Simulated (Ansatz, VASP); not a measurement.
# Cross-check of AlNi between VASP and Ansatz

One calculation is typed for both programs; each brings its own data sets. How far apart do they land? Of the first pair: The cell is taken from a series of runs on this material, whose earlier steps may have relaxed, scaled, displaced or heated it; both programs get it as it stands.

Main program and level: Ansatz 0.2.0; plane waves, with VASP 6.6.1 beside it; relaxation of cell and atoms at PBEsol and single point at PBEsol.

### Step 1. Set-up

It takes space group Pm-3m (No. 221, cubic). The conventional cell has a = 2.862 Å, b = 2.862 Å, c = 2.862 Å, α = 90.00°, β = 90.00°, γ = 90.00°. Nearest to Ni lie 8 Al at 2.48 Å. Nearest to Al lie 8 Ni at 2.48 Å. Farther neighbours are not listed.

### Step 2. Ansatz: relaxation of cell and atoms, PBEsol

Ansatz runs on its PAW soft_1 files.

The relaxed volume is the usual yardstick between codes: in a stiff, nearly cubic crystal its relative difference is about their pressure difference at one cell divided by the bulk modulus.

input.yaml

```yaml
crystal:
  lattice:
    - [2.8619592544, 0.0, 0.0]
    - [0.0, 2.8619592544, 0.0]
    - [0.0, 0.0, 2.8619592544]
  atoms:
    - { symbol: Ni, position: [0.5, 0.5, 0.5] }
    - { symbol: Al, position: [0.0, 0.0, 0.0] }
kpoints:
  mp_grid: { grid: [15, 15, 15] }
scf:
  occupations: { method: fermi_dirac, width: 0.05 }
hamiltonian:
  xc: pbesol
  pseudopotentials: { kind: paw, azcp: { folder: soft_1 }, xc_functional: pbe }
basis:
  ecutwfc: 600
output:
  forces: true
  stress: true
relax:
  f_tol: 0.005
  max_steps: 70
  cell: { stress_tol: 0.02, p_target: 0 }
```

Started as:

```sh
$ ansatz run input.yaml --threads 4 --pin off --max-ram 10240MiB --backend cpu --events-out ev --progress --plain --runs-dir out
```

Numbers of over 12 decimals in the logs are rounded to 6 here.

What it wrote:

```text
Engine: ansatz 0.2.0, aarch64-unknown-linux-gnu
Pseudopotentials: kind: paw
Pseudopotential: Ni, paw, valence charge 18, recommended cutoff 420 eV (normal), soft_1/Ni.paw.azcp
Pseudopotential: Al, paw, valence charge 3, recommended cutoff 420 eV (normal), soft_1/Al.paw.azcp
Functional definition: PBEsol
  exchange = pbesol_x
  correlation = pbesol_c
Crystal: 2 atoms, lattice volume = 23.442 Å³
Basis set: ecut = 600 eV, 751 PW (Γ), exchange–correlation on 48×48×48 points (8 copies of the dense FFT grid, shifted against one another)
Bands: 15, of which v1, the nominal top of the filled ones, is band 11 counted from 1 (10 counted from 0)
Symmetry: 48 space group operations
Space group: Pm-3m (ITA 221), of the structure as read, at distance tolerance 2.9e-5 Å
k-points: 120 of 3375
Non-local potential: Ni, projectors of the file, l = 0: 3, l = 1: 2, l = 2: 3, l = 3: 1
Non-local potential: Al, projectors of the file, l = 0: 2, l = 1: 2, l = 2: 1
PAW form: soft (Blöchl's): semilocal exchange-correlation on the pseudo side does not see the compensation charge
PAW frozen core: Ni, regenerated for the run's functional, and the local potential with it (the file was generated under x = pbe(κ = 0.804, μ = 0.219515), c = pbe(β = 0.066725))
PAW frozen core: Al, regenerated for the run's functional, and the local potential with it (the file was generated under x = pbe(κ = 0.804, μ = 0.219515), c = pbe(β = 0.066725))
PAW one-centre angular grid: Ni, 590 points (default); XC on 64 Gauss nodes
PAW one-centre angular grid: Al, 110 points (default); XC on 64 Gauss nodes
Initial density: superposition of atomic densities (chi_scale 0.1, normalization cell, long waves kept (reshape's long-wave potential 0.00 eV rms))
Initial wavefunctions: pseudopotential atomic-orbital guess
Functional: x = pbesol(κ = 0.804, μ = 0.123457), c = pbesol(β = 0.046)
SCF iter   1: F=—  HF=-6331.234748 eV  |F-HF|=—  |Δ(HF+E_count)|=         —  Δρ=7.67e-2  dr2=1.41e0  ethr=3.10e-3  ⟨swp⟩=4.1  Hψ=8158  notcnv=0
preconditioner: auto → none  [metal: Δε(μ)=0.028 eV  Ē_g=10.273 eV  σ=0.050 eV  W_gap=0.14  n_scr=6 (ndim 8)  ℏωp=27.7 eV  f_vac=0.000  D(μ)=0.83/eV (n_scr^D=6)  sad-step TF]
SCF iter   2: F=—  HF=-6331.085502 eV  |F-HF|=—  |Δ(HF+E_count)|=   1.49e-1  Δρ=5.77e-2  dr2=8.48e-1  ethr=3.10e-3  ⟨swp⟩=2.0  Hψ=3262  notcnv=0  defer=29
SCF iter   3: F=—  HF=-6330.899322 eV  |F-HF|=—  |Δ(HF+E_count)|=   1.86e-1  Δρ=2.32e-2  dr2=1.15e-1  ethr=3.10e-3  ⟨swp⟩=2.0  Hψ=2290  notcnv=0  defer=29
SCF iter   4: F=—  HF=-6330.878812 eV  |F-HF|=—  |Δ(HF+E_count)|=   2.05e-2  Δρ=5.77e-3  dr2=4.29e-3  ethr=5.47e-4  ⟨swp⟩=2.2  Hψ=3223  notcnv=0  defer=28
SCF iter   5: F=—  HF=-6330.878720 eV  |F-HF|=—  |Δ(HF+E_count)|=   9.20e-5  Δρ=9.80e-4  dr2=1.02e-4  ethr=2.04e-5  ⟨swp⟩=2.2  Hψ=3147  notcnv=0  defer=26
SCF iter   6: F=—  HF=-6330.878672 eV  |F-HF|=—  |Δ(HF+E_count)|=   4.81e-5  Δρ=2.29e-4  dr2=6.39e-6  ethr=4.87e-7  ⟨swp⟩=2.3  Hψ=3016  notcnv=0  defer=26
SCF iter   7: F=—  HF=-6330.878690 eV  |F-HF|=—  |Δ(HF+E_count)|=   1.81e-5  Δρ=2.55e-5  dr2=8.80e-8  ethr=4.76e-10  ⟨swp⟩=4.0  Hψ=7862  notcnv=0
SCF iter   8: F=-6330.878690 eV  HF=-6330.878690 eV  |F-HF|=4.09e-10  |Δ(HF+E_count)|=   2.31e-8  Δρ=1.74e-6  dr2=5.24e-10  ethr=4.19e-10  ⟨swp⟩=2.8  Hψ=6493  notcnv=0
SCF 1 converged in 8 iterations: F = -6330.878690 eV  dr2 = 5.24e-10
  greatest PAW one-centre occupation: 1.001 electrons in one spin orbital (limit 2), on the Ni atom at site 0 (counted from 0), in its partial waves of l = 1
relax step   1: F+E_penalty+E_count = -6330.87868998 eV  Δ(F+E_penalty+E_count) = +0.000e0 eV  max|allowed force component| = 4.922e-29 eV/Å  Δτ_max = 0.0000 Å  P = +0.000 GPa  Ω = 23.442 Å³  (8 SCF iters, dr2 threshold 1.00e-7 eV, accepted)
Initial density: handed on by an earlier stage of this run
Initial wavefunctions: pseudopotential atomic-orbital guess (no wavefunctions were taken with the density)
iter 1 solved again at ethr=9.52e-9 eV; its pass at ethr=3.10e-3 eV (dr2=2.00e-6 eV) is discarded
SCF iter   1: F=—  HF=-6330.878669 eV  |F-HF|=—  |Δ(HF+E_count)|=         —  Δρ=2.73e-6  dr2=1.25e-9  ethr=9.52e-9  ⟨swp⟩=3.7  Hψ=13709  notcnv=0
preconditioner: auto → none  [metal: Δε(μ)=0.030 eV  Ē_g=9.796 eV  σ=0.050 eV  W_gap=0.15  n_scr=6 (ndim 8)  ℏωp=27.7 eV  f_vac=0.000  D(μ)=0.95/eV (n_scr^D=6)]
SCF iter   2: F=—  HF=-6330.878690 eV  |F-HF|=—  |Δ(HF+E_count)|=   2.08e-5  Δρ=4.17e-7  dr2=1.26e-11  ethr=5.95e-12  ⟨swp⟩=2.3  Hψ=3127  notcnv=0
iter 3 did not close the SCF: its close was put off for the readings that it lacked (scf_convergence_deferred on its scf_iter line)
SCF iter   3: F=-6330.878690 eV  HF=-6330.878690 eV  |F-HF|=1.82e-12  |Δ(HF+E_count)|=  6.37e-12  Δρ=1.39e-7  dr2=1.56e-12  ethr=1.00e-12  ⟨swp⟩=1.0  Hψ=1800  notcnv=0
iter 4 did not close the SCF: its close was put off for the readings that it lacked (scf_convergence_deferred on its scf_iter line)
SCF iter   4: F=-6330.878690 eV  HF=-6330.878690 eV  |F-HF|=1.82e-12  |Δ(HF+E_count)|=  9.09e-13  Δρ=4.82e-8  dr2=2.69e-13  ethr=1.00e-12  ⟨swp⟩=1.0  Hψ=1800  notcnv=0
iter 5 did not close the SCF: its close was put off for the readings that it lacked (scf_convergence_deferred on its scf_iter line)
SCF iter   5: F=-6330.878690 eV  HF=-6330.878690 eV  |F-HF|=2.73e-12  |Δ(HF+E_count)|=  1.82e-12  Δρ=9.94e-9  dr2=1.57e-14  ethr=1.00e-12  ⟨swp⟩=1.0  Hψ=1800  notcnv=0
iter 6 did not close the SCF: its close was put off for the readings that it lacked (scf_convergence_deferred on its scf_iter line)
SCF iter   6: F=-6330.878690 eV  HF=-6330.878690 eV  |F-HF|=1.82e-12  |Δ(HF+E_count)|=  1.82e-12  Δρ=6.62e-10  dr2=4.61e-17  ethr=1.00e-12  ⟨swp⟩=1.0  Hψ=1800  notcnv=0
SCF iter   7: F=-6330.878690 eV  HF=-6330.878690 eV  |F-HF|=1.82e-12  |Δ(HF+E_count)|=    0.00e0  Δρ=2.55e-10  dr2=8.55e-18  ethr=1.00e-12  ⟨swp⟩=3.0  Hψ=5753  notcnv=0
SCF 2 converged in 7 iterations: F = -6330.878690 eV  dr2 = 8.55e-18
relax step   2: F+E_penalty+E_count = -6330.87868998 eV  Δ(F+E_penalty+E_count) = -3.765e-10 eV  max|allowed force component| = 7.001e-30 eV/Å  Δτ_max = 0.0000 Å  P = +0.000 GPa  Ω = 23.442 Å³  stress off target by 2.94e-5 GPa  SCF on the basis re-selected at this cell (its energy is not comparable with the rows above)  (7 SCF iters)
basis re-selected at this cell: Δ(F+E_penalty+E_count) = -3.765e-10 eV, ΔP = -0.000 GPa vs the last step (what re-selecting the basis moved, of the pressure what is left beyond the Pulay correction that the steps carried, after the strain that the cell walked since its last selection, with what the two solves' SCF thresholds leave and, on support functions, any second-order correction that the steps lacked; it is no  [...]
SCF converged after 7 iterations
Free energy (F): -6330.878690 eV
Harris-Foulkes:  -6330.878690 eV  (|F-HF|=1.82e-12)
Internal energy: -6330.871039 eV  (E = F + TS)
E sigma→0 (E₀):  -6330.874864 eV
Entropy (-TS):   -0.007651 eV (-3.826 meV/atom)
Fermi energy:    14.093677 eV
--- Per-component energies (eV) ---
  E_band       = -333.916303
  E_kinetic    = 368.970421
  E_local      = -3719.375548  (includes V_loc(G=0)·N_el)
  E_nonlocal   = -104.899053
  E_hartree    = 1952.002507
  E_xc         = -151.712564
  E_vxc        = -177.522770  (∫ρ·V_xc dr)
  E_paw        = -2081.310128  (= ΣΔE_a)
  E_vpaw       = -605.094626  (= ΣTr[D̂ρ^β])
  E_aug_tail   = 0.000260  (compensation charges beyond the density's cutoff)
  E_ewald      = -2594.763361
  E_core_change = 0.216428  (= ΣΔE_core)
  E_smearing   = -0.007651  (= −TS)
  E_closure    = -0.000000  (closes the sum)
  Σ components = -6330.878690   (vs F -6330.878690, Δ=0.00e0)
--- Forces (eV/Å), atoms counted from 1 ---
  atom   1  Ni     0.00000000     0.00000000     0.00000000
  atom   2  Al    -0.00000000     0.00000000     0.00000000
  max |Σ_I F_I| component: 1.12e-29 eV/Å
--- Stress (GPa, compression-positive) ---
        0.000029       0.000000       0.000000
       -0.000000       0.000029       0.000000
       -0.000000       0.000000       0.000029
  P = ⅓ Tr σ = 0.0000 GPa (0.000 kbar)
--- Relaxed structure (1 steps of the walk, 1 accepted, 1 SCFs on fresh bases) ---
  F+E_penalty+E_count = -6330.87868998 eV   max|allowed force component| = 7.001e-30 eV/Å   (the final SCF, on the basis selected at the relaxed cell)
  cell:  # Å, volume = 23.4418 Å³
    - [2.8619592544, 0.0, 0.0]
    - [0.0, 2.8619592544, 0.0]
    - [0.0, 0.0, 2.8619592544]
  atoms:
    - { symbol: Ni, position: [0.5, 0.5, 0.5] }
    - { symbol: Al, position: [0.0, 0.0, 0.0] }
```

### Step 3. VASP: relaxation of cell and atoms, PBEsol

The same cell, functional, mesh and smearing now go to VASP, with its own data sets.

Lines of VASP's logs that name or quote its potential files are left out, and so is its time.

INCAR

```
SYSTEM = AlNi
PREC = Accurate
ENCUT = 600
EDIFF = 1E-07
NELM = 120
ISMEAR = -1
SIGMA = 0.05
LREAL = .FALSE.
ALGO = Normal
GGA = PS
NBANDS = 12
LASPH = .TRUE.
LORBIT = 11
LWAVE = .FALSE.
LCHARG = .FALSE.
ISIF = 3
IBRION = 2
NSW = 80
EDIFFG = -0.005
GGA_COMPAT = .FALSE.
NELMIN = 4
KPAR = 2
```

POSCAR

```
AlNi
1.0
    2.8619592544      0.0000000000      0.0000000000
    0.0000000000      2.8619592544      0.0000000000
    0.0000000000      0.0000000000      2.8619592544
Ni Al
1 1
Direct
    0.5000000000      0.5000000000      0.5000000000
    0.0000000000      0.0000000000      0.0000000000
```

KPOINTS

```
Automatic mesh
0
Gamma
15 15 15
0 0 0
```

The projector-augmented-wave data sets are Ni and Al (PBE family, release 64).

Started as:

```sh
$ mpirun -np 2 vasp_std
```

What it wrote:

```text
[banner, memory and clock lines left out]
running    2 mpi-ranks, on    1 nodes
 distrk:  each k-point on    1 cores,    2 groups
 distr:  one band on    1 cores,    1 groups

 POSCAR found type information on POSCAR NiAl
 POSCAR found :  2 types and       2 ions
|                                                                             |
|               ----> ADVICE to this user running VASP <----                  |
|                                                                             |
|     You enforced a specific xc type in the INCAR file but a different       |
|     [... a line on the potential file left out ...]
|     I HOPE YOU KNOW WHAT YOU ARE DOING!                                     |
|                                                                             |

 LDA part: xc-table for (Slater+PW92), standard interpolation
 POSCAR, INCAR and KPOINTS ok, starting setup
 FFT: planning ... GRIDC
 FFT: planning ... GRID_SOFT
 FFT: planning ... GRID
 WAVECAR not read
 entering main loop
       N       E                     dE             d eps       ncg     rms          rms(c)
DAV:   1     0.436824756237E+02    0.43682E+02   -0.61233E+03  2912   0.128E+03
DAV:   2    -0.114521444871E+02   -0.55135E+02   -0.51104E+02  2968   0.209E+02
DAV:   3    -0.132100792124E+02   -0.17579E+01   -0.17348E+01  3488   0.428E+01
DAV:   4    -0.132349742739E+02   -0.24895E-01   -0.24887E-01  3252   0.462E+00
DAV:   5    -0.132356769903E+02   -0.70272E-03   -0.70270E-03  3492   0.852E-01    0.128E+01
DAV:   6    -0.152295415280E+02   -0.19939E+01   -0.54563E+01  3192   0.118E+02    0.162E+01
DAV:   7    -0.116177681587E+02    0.36118E+01   -0.15782E+01  3224   0.697E+01    0.113E+00
DAV:   8    -0.116032553760E+02    0.14513E-01   -0.36580E-01  3512   0.711E+00    0.101E+00
DAV:   9    -0.115886905428E+02    0.14565E-01   -0.47823E-02  3480   0.316E+00    0.219E-01
DAV:  10    -0.115881424481E+02    0.54809E-03   -0.23871E-03  3532   0.741E-01    0.737E-02
DAV:  11    -0.115881443800E+02   -0.19319E-05   -0.81556E-05  3960   0.868E-02    0.258E-02
DAV:  12    -0.115881430230E+02    0.13570E-05   -0.38783E-06  3852   0.319E-02    0.448E-03
DAV:  13    -0.115881425831E+02    0.43987E-06   -0.23384E-07  2104   0.598E-03    0.201E-03
DAV:  14    -0.115881425933E+02   -0.10192E-07   -0.60936E-08  1716   0.233E-03
   1 F= -.11588143E+02 E0= -.11584351E+02  d E =-.115881E+02
 curvature:   0.00 expect dE= 0.000E+00 dE for cont linesearch  0.000E+00
 trial: gam= 0.00000 g(F)=  0.000E+00 g(S)=  0.378E-04 ort = 0.000E+00 (trialstep = 0.100E+01)
 search vector abs. value=  0.378E-04
 bond charge predicted
       N       E                     dE             d eps       ncg     rms          rms(c)
DAV:   1    -0.115888805105E+02   -0.73793E-03   -0.81548E-03  3192   0.155E+00    0.249E-01
DAV:   2    -0.115896669699E+02   -0.78646E-03   -0.22713E-02  3232   0.236E+00    0.316E-01
DAV:   3    -0.115881666706E+02    0.15003E-02   -0.90994E-03  3224   0.151E+00    0.372E-02
DAV:   4    -0.115881462907E+02    0.20380E-04   -0.60088E-05  3152   0.792E-02    0.483E-03
DAV:   5    -0.115881462990E+02   -0.82543E-08   -0.17948E-06  4292   0.146E-02    0.203E-03
DAV:   6    -0.115881464916E+02   -0.19263E-06   -0.92574E-08  1872   0.298E-03    0.501E-04
DAV:   7    -0.115881465147E+02   -0.23085E-07   -0.12673E-08  1532   0.152E-03
   2 F= -.11588147E+02 E0= -.11584350E+02  d E =-.392138E-05
 trial-energy change:   -0.000004  1 .order   -0.000005   -0.000038    0.000029
 step:   0.5545(harm=  0.5684)  dis= 0.00000  next Energy=   -11.588153 (dE=-0.104E-04)
 bond charge predicted
       N       E                     dE             d eps       ncg     rms          rms(c)
DAV:   1    -0.115882986793E+02   -0.15219E-03   -0.16191E-03  3168   0.690E-01    0.111E-01
DAV:   2    -0.115884589493E+02   -0.16027E-03   -0.45517E-03  3236   0.105E+00    0.141E-01
DAV:   3    -0.115881569264E+02    0.30202E-03   -0.18178E-03  3220   0.676E-01    0.162E-02
DAV:   4    -0.115881534126E+02    0.35139E-05   -0.11329E-05  3092   0.323E-02    0.267E-03
DAV:   5    -0.115881533522E+02    0.60381E-07   -0.45723E-07  3008   0.837E-03
   3 F= -.11588153E+02 E0= -.11584359E+02  d E =-.107589E-04
 curvature:  -0.28 expect dE=-0.868E-08 dE for cont linesearch -0.868E-08
 trial: gam=-0.02765 g(F)=  0.280E-65 g(S)=  0.306E-07 ort = 0.107E-05 (trialstep = 0.911E+00)
 search vector abs. value=  0.125E-09
 reached required accuracy - stopping structural energy minimisation
```

OUTCAR, selected parts (step 3):

```text
ion  position               nearest neighbor table
   1  0.500  0.500  0.500-   2 2.48   2 2.48   2 2.48   2 2.48   2 2.48   2 2.48   2 2.48   2 2.48

  LATTYP: Found a simple cubic cell.
 ALAT       =     2.8619592544

 Subroutine GETGRP returns: Found 48 space group operations
 (whereof 48 operations were pure point group operations)

The static configuration has the point symmetry O_h .

 Found    120 irreducible k-points:

   k-points           NKPTS =    120   k-points in BZ     NKDIM =    120   number of bands    NBANDS=     12

   dimension x,y,z NGX =    24 NGY =   24 NGZ =   24
   dimension x,y,z NGXF=    48 NGYF=   48 NGZF=   48

   ENCUT  =  600.0 eV  44.10 Ry    6.64 a.u.   5.72  5.72  5.72*2*pi/ulx,y,z

   NELECT =      13.0000    total number of electrons

 k-points in reciprocal lattice and weights: Automatic mesh
   0.00000000  0.00000000  0.00000000       0.000
   0.06666667  0.00000000  0.00000000       0.002
   0.13333333  0.00000000  0.00000000       0.002
   0.20000000  0.00000000  0.00000000       0.002
   0.26666667  0.00000000  0.00000000       0.002
   0.33333333  0.00000000  0.00000000       0.002
   0.40000000  0.00000000  0.00000000       0.002
   0.46666667  0.00000000  0.00000000       0.002
   0.06666667  0.06666667  0.00000000       0.004
[...]
0.46666667  0.46666667  0.40000000       0.007
   0.46666667  0.46666667  0.46666667       0.002

 average (electrostatic) potential at core
       1 -81.1206       2 -69.5312

 E-fermi :  10.1637

 k-point     1 :       0.0000    0.0000    0.0000
  band No.  band energies     occupation
    ...
      2       6.8201      2.00000
      3       6.8201      2.00000
      4       8.5678      2.00000
      5       8.5678      2.00000
      6       8.5678      2.00000
      7      15.7263      0.00000
      8      15.7263      0.00000
      9      15.7263      0.00000
     10      18.3565      0.00000
     11      18.3565      0.00000
    ...

 k-point     2 :       0.0667    0.0000    0.0000
  band No.  band energies     occupation
    ...
      2       6.8147      2.00000
      3       6.8400      2.00000
      4       8.5311      2.00000
      5       8.5311      2.00000
      6       8.5717      2.00000
      7      14.8393      0.00000
      8      15.8360      0.00000
      9      15.8360      0.00000
     10      18.3602      0.00000
     11      19.1637      0.00000
    ...

 k-point     3 :       0.1333    0.0000    0.0000
  band No.  band energies     occupation
    ...
      2       6.7802      2.00000
      3       6.8967      2.00000
      4       8.4307      2.00000
      5       8.4307      2.00000
      6       8.5828      2.00000
      7      13.3408      0.00000
      8      16.1561      0.00000
      9      16.1561      0.00000
     10      18.3711      0.00000
     11      20.3832      0.00000
    ...

  Total        0.0006501      0.0006501      0.0006501      0.0000000     -0.0000000     -0.0000000
  in kB        0.0443945      0.0443945      0.0443945      0.0000000     -0.0000000     -0.0000000
  external PRESSURE =       0.0443945 kB  Pullay stress =       0.0000000 kB

  energy-cutoff  :      600.00
  volume of cell :       23.46
      direct lattice vectors                 reciprocal lattice vectors
     2.862833650  0.000000000  0.000000000     0.349304264  0.000000000  0.000000000
     0.000000000  2.862833650  0.000000000    -0.000000000  0.349304264  0.000000000
     0.000000000 -0.000000000  2.862833650    -0.000000000  0.000000000  0.349304264

 POSITION                                       TOTAL-FORCE (eV/Angst)
 -----------------------------------------------------------------------------------
      1.43142      1.43142      1.43142         0.000000     -0.000000      0.000000
      0.00000      0.00000      0.00000         0.000000      0.000000      0.000000
 -----------------------------------------------------------------------------------
    total drift:                                0.000000      0.000000     -0.000000

  FREE ENERGIE OF THE ION-ELECTRON SYSTEM (eV)
  ---------------------------------------------------
  free  energy   TOTEN  =       -11.5881533522 eV

  energy  without entropy=      -11.5805651369  energy(sigma->0) =      -11.58435924

 reached required accuracy - stopping structural energy minimisation

 total charge
# of ion       s       p       d       tot
------------------------------------------
    1        0.488   0.536   8.487   9.511
    2        0.385   0.421   0.000   0.806
--------------------------------------------------
tot          0.872   0.957   8.487  10.317

[... 3 further parts left out ...]
```

CONTCAR:

```
AlNi
   1.00000000000000
     2.8628336497622699    0.0000000000000000    0.0000000000000000
     0.0000000000000000    2.8628336497622699    0.0000000000000000
     0.0000000000000000   -0.0000000000000000    2.8628336497622699
  Ni              Al
     1     1
Direct
     0.5000000000000000    0.5000000000000000    0.5000000000000000
     0.0000000000000000    0.0000000000000000    0.0000000000000000
```

This run has no spin polarisation, so a moment on Ni, if there is one, isn't seen. Its electron count is odd, so without a moment it is a metal by construction. The run keeps the 48 symmetry operations of its start, so it cannot find a distortion of lower symmetry.

### Step 4. Side by side

Known differences besides the potentials themselves: the data sets hold 21 valence electrons in Ansatz (on its PAW soft_1 files) and 13 in VASP; Ansatz makes its cores anew for this functional, VASP keeps those of its PBE data sets; Ansatz adds a Pulay correction to the stress that steers its cell, VASP none. Total energies have different zeros and are not compared.

Compared:

| quantity | Ansatz | VASP | difference |
| --- | --- | --- | --- |
| volume (Å³) | 23.44 | 23.46 | -0.09 % |
| edge a after relaxation, in the typed setting (Å) | 2.862 | 2.863 | -0.03 % |

[end of part 1 of 2]

[Lines on the potential files, build, host, timing and source positions are cut from VASP's logs without a mark.]

[Logs are printed without paths, hosts, clocks, repeated set-up lines and the standing remarks that a program may print on its own settings, such as how far it seeks lower states.]

[Hosts, paths, dates, database ids (printed as entryN), source tags and the programs' standing remarks are cut or masked in the printed files.]
